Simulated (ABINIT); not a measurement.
Input of an ABINIT 10.8.3 (patched build) run:

File run.abi:

```
# Pseudopotentials
pp_dirpath "./"
pseudos "Sr.GGA_PBE-JTH.xml, O.GGA_PBE-JTH.xml"

# Structure
acell 3*1.0 Angstrom
rprim
     0.0000000000     2.5663000000     2.5663000000
     2.5663000000     0.0000000000     2.5663000000
     2.5663000000     2.5663000000     0.0000000000
ntypat 2
znucl 38 8
natom 2
typat 1 2
xred
     0.5000000000     0.5000000000     0.5000000000
     0.0000000000     0.0000000000     0.0000000000

# Plane-wave basis
ecut 517.016339 eV
pawecutdg 38.0

# k points
kptopt 1
ngkpt 7 7 7
nshiftk 1
shiftk 0.0 0.0 0.0

# Exchange and correlation
ixc -116133

# Bands and occupations
nband 12
occopt 3
tsmear 0.05 eV

# SCF cycle
nstep 100
tolvrs 1.0e-9

# Output
iomode 3
prtwf 0
prteig 0
prtebands 0
prtden 1
prtvha 1
prtvclmb 1
prtpot 1
```

Potentials or basis: JTH PAW PBE v2.0.

Command:

```console
$ abinit run.abi > log 2>&1
```

**Question.** Predict the pressure.

**Answer.** -1.1 GPa.

**Question.** Estimate the band gap on the k mesh.

**Answer.** 3.29 eV, indirect (least direct gap 3.38 eV).

Caveat: the PAW data sets were made with another functional, which shifts forces and pressure a little; an odd mesh through Γ misses points on the zone boundary, where band edges often lie.
